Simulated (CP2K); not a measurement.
Input of a CP2K 2026.2 run:

File batio3_bands.inp:

```
&GLOBAL
  PROJECT batio3_bands
  RUN_TYPE ENERGY_FORCE
  PRINT_LEVEL LOW
&END GLOBAL
&FORCE_EVAL
  METHOD QS
  STRESS_TENSOR ANALYTICAL
  &DFT
    BASIS_SET_FILE_NAME BASIS_MOLOPT
    POTENTIAL_FILE_NAME GTH_SOC_POTENTIALS
    &MGRID
      CUTOFF 600
      REL_CUTOFF 60
      NGRIDS 4
    &END MGRID
    &QS
      METHOD GPW
      EPS_DEFAULT 1.0E-10
    &END QS
    &KPOINTS
      SCHEME MONKHORST-PACK 7 7 7
      GAMMA_CENTERED T
    &END KPOINTS
    &SCF
      SCF_GUESS ATOMIC
      EPS_SCF 1.0E-6
      MAX_SCF 100
      ADDED_MOS 19
      CHOLESKY OFF
      EPS_EIGVAL 1.0E-7
      &DIAGONALIZATION ON
        ALGORITHM STANDARD
      &END DIAGONALIZATION
      &MIXING ON
        METHOD BROYDEN_MIXING
        ALPHA 0.4
        BETA 1.5
        NBUFFER 8
      &END MIXING
      &SMEAR ON
        METHOD FERMI_DIRAC
        ELECTRONIC_TEMPERATURE [K] 580.226
      &END SMEAR
    &END SCF
    &XC
      &XC_FUNCTIONAL PBE
      &END XC_FUNCTIONAL
    &END XC
    &PRINT
      &KPOINTS ON
      &END KPOINTS
      &MULLIKEN ON
      &END MULLIKEN
      &MO ON
        ENERGIES T
        OCCUPATION_NUMBERS T
        &EACH
          QS_SCF 0
        &END EACH
        ADD_LAST NUMERIC
      &END MO
    &END PRINT
  &END DFT
  &PROPERTIES
    &BANDSTRUCTURE ON
      &BANDSTRUCTURE_PATH
        NPOINTS 10
        SPECIAL_POINT GAMMA 0.00000000 0.00000000 0.00000000
        SPECIAL_POINT X 0.00000000 0.50000000 0.00000000
        SPECIAL_POINT M 0.50000000 0.50000000 0.00000000
        SPECIAL_POINT GAMMA 0.00000000 0.00000000 0.00000000
        SPECIAL_POINT R 0.50000000 0.50000000 0.50000000
        SPECIAL_POINT X 0.00000000 0.50000000 0.00000000
      &END BANDSTRUCTURE_PATH
      &SOC ON
      &END SOC
    &END BANDSTRUCTURE
  &END PROPERTIES
  &SUBSYS
    &CELL
      A 4.0073000000 0.0000000000 0.0000000000
      B 0.0000000000 4.0073000000 0.0000000000
      C 0.0000000000 0.0000000000 4.0073000000
      PERIODIC XYZ
    &END CELL
    &COORD
      Ba  2.0398337150 1.8244881052 2.0304137148
      Ti  3.7818296662 0.2804299323 3.8242164812
      O   2.0859395849 0.0273777935 0.2221324132
      O   0.0506804032 1.9714626451 0.2112792422
      O   0.0563166306 3.9108415240 1.7265581887
    &END COORD
    &KIND Ba
      BASIS_SET DZVP-MOLOPT-SR-GTH-q10
      POTENTIAL GTH-PBE-q10
    &END KIND
    &KIND Ti
      BASIS_SET DZVP-MOLOPT-SR-GTH-q12
      POTENTIAL GTH-PBE-q12
    &END KIND
    &KIND O
      BASIS_SET DZVP-MOLOPT-SR-GTH-q6
      POTENTIAL GTH-PBE-q6
    &END KIND
    &PRINT
      &ATOMIC_COORDINATES ON
      &END ATOMIC_COORDINATES
      &CELL ON
      &END CELL
    &END PRINT
  &END SUBSYS
  &PRINT
    &FORCES ON
    &END FORCES
    &STRESS_TENSOR ON
    &END STRESS_TENSOR
  &END PRINT
&END FORCE_EVAL
```

Potentials or basis: GTH_SOC_POTENTIALS Ba GTH-PBE-q10, Ti GTH-PBE-q12, O GTH-PBE-q6; DZVP-MOLOPT-SR-GTH basis.

Run with:

```bash
$ OMP_NUM_THREADS=1 mpirun -n 2 cp2k.psmp -i batio3_bands.inp -o batio3_bands.out
```

(1) Predict the largest force.

(2) Predict the band gap along the path.

(3) Estimate the Mulliken charges.

(4) What does it give for the pressure?

Results:

(1) 4.448 eV/Å.

(2) 2.62 eV, indirect (least direct gap 2.81 eV).

(3) Ba +1.38; Ti +0.42; O -0.58, -0.56, -0.67 e.

(4) 14.5 GPa.

Caveat: the basis of atomic orbitals isn't converged, which shifts pressures, moduli and gaps; forces of over 1 eV/Å show positions far from the minimum, so gaps and moduli don't describe the material at rest.
